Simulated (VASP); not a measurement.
# Ru (P6_3/mmc) in VASP: notebook

Runs on Ru. Level: PBEsol. Tasks: single point.

Program: VASP 6.6.1. These are calculated values, not measurements. Logs are shortened: lines on timing, memory, paths and dates and some standing lists are left out, and cuts for length are marked.

## Step 1: The structure

It takes space group P6_3/mmc (No. 194, hexagonal). Conventional cell: a = 2.689 Å, b = 2.689 Å, c = 4.252 Å, α = 90.00°, β = 90.00°, γ = 120.00°. Ru (site symmetry -6m2) is surrounded by 12 Ru at 2.63 to 2.69 Å.

## Step 2: Single point, PBEsol

Contents of INCAR:

```
PREC = Accurate
ENCUT = 700
EDIFF = 1E-6
ISMEAR = 0
SIGMA = 0.1
LREAL = F
LASPH = T
NELM = 60
ALGO = Normal
ISIF = 2
LWAVE = F
LCHARG = F
GGA = PS
```

Contents of KPOINTS:

```
Automatic mesh
0
Gamma
  18 18 10
```

Contents of POSCAR:

```
Ru
1.0
    2.6892300000      0.0000000000      0.0000000000
   -1.3446200000      2.3289400000      0.0000000000
    0.0000000000      0.0000000000      4.2520100000
Ru
2
Direct
    0.3333300000      0.6666700000      0.2500000000
    0.6666700000      0.3333300000      0.7500000000
```

Potentials or basis: VASP PAW PBE potentials, release 64 (Ru_pv).

On the command line:

```console
cat potpaw_PBE.64/Ru_pv/POTCAR > POTCAR
mpirun -np 1 vasp_std > vasp.out
```

OUTCAR:

```text
PREC = Accurate
   ENCUT = 700
   EDIFF = 1E-6
   ISMEAR = 0
   LREAL = F
   LASPH = T
   NELM = 60
   ISIF = 2
   GGA = PS

 ion  position               nearest neighbor table
   1  0.333  0.667  0.250-   2 2.63   2 2.63   2 2.63   2 2.63   2 2.63   2 2.63
   2  0.667  0.333  0.750-   1 2.63   1 2.63   1 2.63   1 2.63   1 2.63   1 2.63

  LATTYP: Found a hexagonal cell.
 ALAT       =     2.6892300000
 C/A-ratio  =     1.5811254523

  Lattice vectors:

 A1 = (   2.6892300000,   0.0000000000,   0.0000000000)
 A2 = (  -1.3446200000,   2.3289400000,   0.0000000000)
 A3 = (   0.0000000000,   0.0000000000,   4.2520100000)

Analysis of symmetry for initial positions (statically):
=====================================================================
 Subroutine PRICEL returns:
 Original cell was already a primitive cell.

 Routine SETGRP: Setting up the symmetry group for a
 hexagonal supercell.

 Subroutine GETGRP returns: Found  8 space group operations
 (whereof  4 operations were pure point group operations)
 out of a pool of 24 trial point group operations.

The static configuration has the point symmetry C_2h.
 The point group associated with its full space group is D_2h.

Analysis of symmetry for dynamics (positions and initial velocities):
=====================================================================
 Subroutine PRICEL returns:
 Original cell was already a primitive cell.

 Routine SETGRP: Setting up the symmetry group for a
 hexagonal supercell.

 Subroutine GETGRP returns: Found  8 space group operations
 (whereof  4 operations were pure point group operations)
 out of a pool of 24 trial point group operations.

The dynamic configuration has the point symmetry C_2h.
 The point group associated with its full space group is D_2h.

 Subroutine INISYM returns: Found  8 space group operations
 (whereof  4 operations are pure point group operations),
 and found     1 'primitive' translations

----------------------------------------------------------------------------------------

                                     Primitive cell

  volume of cell :      26.6306

  direct lattice vectors                    reciprocal lattice vectors
     2.689230000  0.000000000  0.000000000     0.371853653  0.214690743  0.000000000
    -1.344620000  2.328940000  0.000000000     0.000000000  0.429379890  0.000000000
     0.000000000  0.000000000  4.252010000     0.000000000  0.000000000  0.235182890

  length of vectors
     2.689230000  2.689231204  4.252010000     0.429380082  0.429379890  0.235182890

  position of ions in fractional coordinates (direct lattice)
     0.333330000  0.666670000  0.250000000
     0.666670000  0.333330000  0.750000000

  ion indices of the primitive-cell ions
   primitive index   ion index
                 1           1
                 2           2

----------------------------------------------------------------------------------------

 KPOINTS: Automatic mesh

Automatic generation of k-mesh.
 Grid dimensions read from file:
 generate k-points for:   18   18   10

 Generating k-lattice:

  Cartesian coordinates                     Fractional coordinates (reciprocal lattice)
     0.020658536  0.011927264  0.000000000     0.055555556  0.000000000  0.000000000
     0.000000000  0.023854438  0.000000000     0.000000000  0.055555556  0.000000000
     0.000000000  0.000000000  0.023518289     0.000000000  0.000000000  0.100000000

  Length of vectors
     0.023854449  0.023854438  0.023518289

  Shift w.r.t. Gamma in fractional coordinates (k-lattice)
     0.000000000  0.000000000  0.000000000

 Subroutine IBZKPT returns following result:
 ===========================================

 Found    546 irreducible k-points:

 Following reciprocal coordinates:
            Coordinates               Weight
  0.000000  0.000000  0.000000      1.000000
  0.055556 -0.000000  0.000000      4.000000
 -0.055556  0.055556  0.000000      2.000000
  0.111111 -0.000000  0.000000      4.000000
 -0.111111  0.111111  0.000000      2.000000
  0.166667  0.000000  0.000000      4.000000
[... 16 lines left out ...]
 -0.055556  0.166667  0.000000      4.000000
 -0.166667  0.111111  0.000000      4.000000
 [... further k-points ...]
   k-points           NKPTS =    546   k-points in BZ     NKDIM =    546   number of bands    NBANDS=     18
   number of dos      NEDOS =    301   number of ions     NIONS =      2
   total plane-waves  NPLWV =  23040
   dimension x,y,z NGX =    24 NGY =   24 NGZ =   40
   dimension x,y,z NGXF=    48 NGYF=   48 NGZF=   80
   ions per type =               2
   NGX,Y,Z   is equivalent  to a cutoff of  14.84, 14.84, 15.64 a.u.
   NGXF,Y,Z  is equivalent  to a cutoff of  29.67, 29.67, 31.28 a.u.
 SYSTEM =  unknown system
   PREC   = accura    normal or accurate (medium, high low for compatibility)
   ISTART =      0    job   : 0-new  1-cont  2-samecut
   ICHARG =      2    charge: 1-file 2-atom 10-const
   ISPIN  =      1    spin polarized calculation?
   LNONCOLLINEAR =      F non collinear calculations
   LSORBIT =      F    spin-orbit coupling
   LASPH  =      T    aspherical Exc in radial PAW
   ENCUT  =  700.0 eV  51.45 Ry    7.17 a.u.   5.80  5.80  9.17*2*pi/ulx,y,z
   NELM   =     60;   NELMIN=  2; NELMDL= -5     # of ELM steps
   EDIFF  = 0.1E-05   stopping-criterion for ELM
   LREAL  =      F    real-space projection
   EDIFFG = 0.1E-04   stopping-criterion for IOM
   NSW    =      0    number of steps for IOM
   IBRION =     -1    ionic relax: 0-MD 1-quasi-New 2-CG
   NFREE  =      0    steps in history (QN), initial steepest desc. (CG)
   ISIF   =      2    stress and relaxation
   ISYM   =      2    0-nonsym 1-usesym 2-fastsym
   POTIM  = 0.5000    time-step for ionic-motion
   TEBEG  =    0.0;   TEEND  =   0.0 temperature during run
   PSTRESS=    0.0 pullay stress
   NELECT =      28.0000    total number of electrons
   NUPDOWN=      -1.0000    fix difference up-down
   EMIN   =  10.00;   EMAX   =-10.00  energy-range for DOS
   EFERMI =   0.00;   METHOD = LEGACY
   ISMEAR =     0;   SIGMA  =   0.10  broadening in eV -4-tet -1-fermi 0-gaus
   EFERMI_NEDOS =   21; number of points for ismear=-14 and -15
   IALGO  =     38    algorithm
   IMIX   =      4    mixing-type and parameters
     AMIX     =   0.40;   BMIX     =  1.00
     AMIX_MAG =   1.60;   BMIX_MAG =  1.00
  volume/ion in A,a.u.               =      13.32        89.86
  Fermi-wavevector in a.u.,A,eV,Ry     =   1.664692  3.145813 37.704476  2.771201
  Thomas-Fermi vector in A             =   2.751192
   LORBIT       =      0    0 simple, 1 ext, 2 COOP (PROOUT), +10 PAW based schemes
   GGA     = PS    functional components
   LHFCALC =     F    Hartree Fock is set to
   AEXX    =    0.0000 exact exchange contribution
   IVDW    =     0    specifies the selected vdW correction
   LEPSILON=     F    determine dielectric tensor
   LRPA    =     F    only Hartree local field effects (RPA)
 non-spin polarized calculation
 Gauss-broadening in eV      SIGMA  =   0.10
  energy-cutoff  :      700.00
  volume of cell :       26.63
 maximum number of plane-waves:      1140
   NGX = 11   NGY = 11   NGZ = 19

 number of electron      27.9999994 magnetization

 Free energy of the ion-electron system (eV)
  ---------------------------------------------------
  ext. energy  EPLUGINS =         0.00000000
  ---------------------------------------------------
  free energy    TOTEN  =       -20.34575441 eV

  energy without entropy =      -20.33690718  energy(sigma->0) =      -20.34133079

 E-fermi :  13.0515     XC(G=0): -14.4009

 val. band max:       13.0514624158   @ k =  -0.2778   0.1667   0.3000
 cond. band min:      13.0514895604   @ k =   0.1667   0.1111   0.3000
 fundamental gap:      0.0000271445
 Fermi energy:        13.0514682047

 k-point     1 :       0.0000    0.0000    0.0000
  band No.  band energies     occupation
      1     -30.6203      2.00000
      2     -29.6181      2.00000
      3     -29.6181      2.00000
      4     -29.4357      2.00000
      5     -29.4357      2.00000
      6     -29.3919      2.00000
[... 10 lines left out ...]
     17      14.2883      0.00000
     18      14.3255      0.00000

 k-point     2 :       0.0556   -0.0000    0.0000
  band No.  band energies     occupation
      1     -30.6090      2.00000
      2     -29.6423      2.00000
      3     -29.6263      2.00000
      4     -29.4610      2.00000
      5     -29.4389      2.00000
      6     -29.3971      2.00000
[... 10 lines left out ...]
     17      14.3354      0.00000
     18      15.6003      0.00000

 k-point     3 :      -0.0556    0.0556    0.0000
  band No.  band energies     occupation
      1     -30.6090      2.00000
      2     -29.6423      2.00000
      3     -29.6263      2.00000
      4     -29.4610      2.00000
      5     -29.4389      2.00000
      6     -29.3971      2.00000
[... 10 lines left out ...]
     17      14.3356      0.00000
     18      15.6002      0.00000

 k-point     4 :       0.1111   -0.0000    0.0000
  band No.  band energies     occupation
      1     -30.5757      2.00000
      2     -29.7120      2.00000
      3     -29.6496      2.00000
      4     -29.5332      2.00000
      5     -29.4486      2.00000
      6     -29.4129      2.00000
[... 375 lines left out ...]
      4     -29.5845      2.00000
      5     -29.4635      2.00000
      6     -29.4287      2.00000
[... 10 lines left out ...]
     17      14.5327      0.00000
     18      17.9133      0.00000

 k-point    23 :      -0.0556    0.1667    0.0000
  band No.  band energies     occupation
      1     -30.5434      2.00000
      2     -29.7701      2.00000
      3     -29.6886      2.00000
      4     -29.5845      2.00000
      5     -29.4636      2.00000
      6     -29.4287      2.00000
[... 10 lines left out ...]
     17      14.5328      0.00000
     18      17.9132      0.00000

 k-point    24 :      -0.1667    0.1111    0.0000
  band No.  band energies     occupation
      1     -30.5434      2.00000
      2     -29.7701      2.00000
      3     -29.6886      2.00000
      4     -29.5845      2.00000
      5     -29.4635      2.00000
      6     -29.4287      2.00000
[... 10 lines left out ...]
     17      14.5329      0.00000
     18      17.9132      0.00000

 [... further k-points ...]

------------------------ aborting loop because EDIFF is reached ----------------------------------------

  FORCE on cell =-STRESS in cart. coord.  units (eV):
  Direction    XX          YY          ZZ          XY          YZ          ZX
  --------------------------------------------------------------------------------------
  -------------------------------------------------------------------------------------
  Total        0.0248097      0.0249860      0.0214264      0.0001526      0.0000000     -0.0000000
  in kB        1.4926300      1.5032322      1.2890811      0.0091802      0.0000000     -0.0000000
  external PRESSURE =       1.4283145 kB  Pullay stress =       0.0000000 kB

 VOLUME and BASIS-vectors are now :
 -----------------------------------------------------------------------------
  energy-cutoff  :      700.00
  volume of cell :       26.63
      direct lattice vectors                 reciprocal lattice vectors
     2.689230000  0.000000000  0.000000000     0.371853653  0.214690743  0.000000000
    -1.344620000  2.328940000  0.000000000     0.000000000  0.429379890  0.000000000
     0.000000000  0.000000000  4.252010000     0.000000000  0.000000000  0.235182890

 POSITION                                       TOTAL-FORCE (eV/Angst)
 -----------------------------------------------------------------------------------
     -0.00002      1.55263      1.06300         0.000211     -0.000122     -0.000000
      1.34463      0.77631      3.18901        -0.000211      0.000122      0.000000
 -----------------------------------------------------------------------------------
    total drift:                                0.000000     -0.000000      0.000000

  FREE ENERGIE OF THE ION-ELECTRON SYSTEM (eV)
  ---------------------------------------------------
  free  energy   TOTEN  =       -20.3457544065 eV

  energy  without entropy=      -20.3369071807  energy(sigma->0) =      -20.34133079
```

Run time: 1.7 min. Hardware: 1 thread of Intel Xeon 6975P-C (Granite Rapids), shared host; peak memory 0.43 GiB.

What came out:

```
Free energy            : -20.3458 eV
Pressure               : 0.1 GPa
Band gap on the k mesh : none (metal or under the smearing width)
```

Caveat: the PAW data sets were made with another functional, which shifts forces and pressure a little.

## Step 3: Single point, PBEsol

Edit INCAR of step 2 so:

```diff
@@ -1,3 +1,3 @@
 PREC = Accurate
-ENCUT = 700
+ENCUT = 520
 EDIFF = 1E-6
```

Contents of KPOINTS:

```
Automatic mesh
0
Gamma
  27 27 16
```

POSCAR is that of step 2.

Potentials or basis: VASP PAW PBE potentials, release 64 (Ru_pv).

On the command line:

```console
cat potpaw_PBE.64/Ru_pv/POTCAR > POTCAR
mpirun -np 1 vasp_std > vasp.out
```

It took 3.6 min on 1 thread of Intel Xeon 6975P-C (Granite Rapids), shared host; peak memory 0.72 GiB.

The run converged. Its results:

| Property | Result |
| --- | --- |
| Free energy | -20.3457 eV |
| Pressure | 0.0 GPa |
| Band gap on the k mesh | none (metal or under the smearing width) |

Stress tensor (GPa, compression positive):
```
 0.41  0.00  0.00
 0.00  0.41  0.00
 0.00  0.00 -0.68
```

Levels at points of the mesh, in eV from the Fermi level:
```csv
k point,band 10,band 11,band 12,band 13,band 14,band 15,band 16,band 17,band 18
"(0.00, 0.00, 0.00)",-2.70,-2.51,-1.99,-1.99,-1.45,-1.45,1.21,1.21,1.25
"(0.00, 0.00, 0.50)",-2.87,-2.87,-2.87,-2.81,-2.81,0.56,0.56,0.56,0.56
```

Caveat: the PAW data sets were made with another functional, which shifts forces and pressure a little.
